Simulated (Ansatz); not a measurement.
**What a change of settings does to a run on MnO**

The cell is built from the rocksalt type as a first guess.

First run: DFT, PBE, PAW with Ansatz's default frozen-core files, scalar-relativistic (Ansatz 0.2.0).

Command: `ansatz run input.yaml --threads 1 --pin off --max-ram 3072MiB --backend cpu --events-out ev --progress --plain --runs-dir out` The run took about 23 s on 1 thread of a shared machine.

```yaml
crystal:
  lattice:
    - [0.0, 2.2322827293, 2.2322827293]
    - [2.2322827293, 0.0, 2.2322827293]
    - [2.2322827293, 2.2322827293, 0.0]
  atoms:
    - { symbol: Mn, position: [0.0, 0.0, 0.0], spin: 4.0 }
    - { symbol: O, position: [0.5, 0.5, 0.5] }
magnetization:
  spin_polarized: true
kpoints:
  mp_grid: { grid: [13, 13, 13] }
scf:
  occupations: { method: fermi_dirac, width: 0.05 }
hamiltonian:
  xc: pbe
  pseudopotentials: { kind: paw }
output:
  forces: true
  stress: true
relax:
  f_tol: 0.005
  max_steps: 80
  cell: {}
```

Result: converged; relaxed volume 10.937 Å³/atom; moment 4.74 μB; 48 SCF iterations in all.

Semilocal functionals without U often leave such compounds metallic or with too small a gap, and the real magnetic order may differ.

The input is then changed:

```diff
@@ -10,7 +10,7 @@
   spin_polarized: true
 kpoints:
-  mp_grid: { grid: [13, 13, 13] }
+  mp_grid: { grid: [9, 9, 9] }
 scf:
-  occupations: { method: fermi_dirac, width: 0.05 }
+  occupations: { method: tetrahedron }
 hamiltonian:
   xc: pbe
```

Predict the outcome of the changed run.

It converged; energy at zero smearing -0.1 meV/atom from the first run; relaxed volume 11.086 Å³/atom; moment 4.85 μB; 34 SCF iterations in all. Some of these settings are too coarse for converged properties.
